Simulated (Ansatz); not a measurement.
Take SrF₂ in the fluorite structure (space group Fm-3m, No. 225; a = 5.857 Å) as the base.

All numbers come from Ansatz (a program for electronic structure) PBE, no spin-orbit coupling.

For the base:

| Property | Value |
|---|---|
| Valley order | Γ 6.78 eV; X along ⟨100⟩ 8.11 eV |
| Pressure | 0.00 GPa |

Now apply this change: the cell is scaled by 0.9742 in all directions, atoms relaxed at fixed cell.

Task: Estimate the effect on the energy relative to the base, valley order and pressure.

Result: The energy grows by 22 meV/atom; the valley order (the lowest conduction-band minima on the path, energy above the VBM, named in the base's zone) changes from Γ 6.78 eV; X along ⟨100⟩ 8.11 eV to Γ 7.22 eV; X along ⟨100⟩ 8.33 eV; the pressure goes from zero to 6.06 GPa.

The levels and masses belong to the bands next to the band gap. The cells carry an imposed strain or load. Stability against distortions was not tested.
